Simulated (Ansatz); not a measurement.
Input and command of a plane-wave DFT calculation in Ansatz:

```yaml
crystal:
  lattice:
    - [0.8348700175, 2.6238771979, 2.6238771979]
    - [2.6238771979, 0.8348700175, 2.6238771979]
    - [2.6238771979, 2.6238771979, 0.8348700175]
  atoms:
    - { symbol: Mg, position: [0.0, 0.0, 0.0] }
    - { symbol: O, position: [0.5, 0.5, 0.5] }
basis:
  ecutwfc: 420
kpoints:
  mp_grid: { grid: [10, 10, 10] }
hamiltonian:
  xc: pbe
scf:
  occupations: { method: gaussian, width: 0.05 }
output:
  forces: true
  stress: true
  eigenvalues: true
```

```bash
ansatz run input.yaml --threads 1 --pin off --max-ram 2560MiB --backend cpu --events-out ev --progress --plain --runs-dir out
```

Processor: Intel(R) Xeon(R) Platinum 8488C (Sapphire Rapids), 1 thread, on a host shared with other jobs.

Task: How long does it run, and how much memory does it take?

Result: About 1.1 s on 1 thread of Intel(R) Xeon(R) Platinum 8488C (Sapphire Rapids) (shared host), peak memory 0.34 GiB. It solves 12 bands at 116 k points (the mesh reduced by the symmetry that the task leaves, which can be less than the crystal's) with about 383 plane waves, in 6 SCF iterations.
